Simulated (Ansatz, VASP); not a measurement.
# AlN in VASP and in Ansatz

```
CELL_PARAMETERS angstrom
0.00000 2.18399 2.18399
2.18399 0.00000 2.18399
2.18399 2.18399 0.00000
ATOMIC_POSITIONS crystal
Al 0.00000 0.00000 0.00000
N 0.75000 0.75000 0.75000
```

Alike in both runs: task single point; functional PBE; k mesh 10 × 10 × 10; occupations gaussian, width 0.05 eV; no spin polarisation.

|  | VASP | Ansatz |
| --- | --- | --- |
| version | VASP 6.6.1 | Ansatz 0.2.0 |
| potentials or method | VASP PAW PBE potentials, release 64 (Al, N), cutoff 520 eV | all-electron LAPW, scalar-relativistic |

VASP gave:

* gap on the k mesh at the Fermi level (eV): 3.32
* least direct gap on the mesh (eV): 4.20
* pressure (GPa): 4.6

Q: Which values does Ansatz return?

A: gap on the k mesh at the Fermi level (eV): 3.32; least direct gap on the mesh (eV): 4.19; pressure (GPa): 4.8.

Ansatz ran all-electron here, so the differences hold the error of VASP's frozen core and of both bases.

A k mesh can miss the band edges.
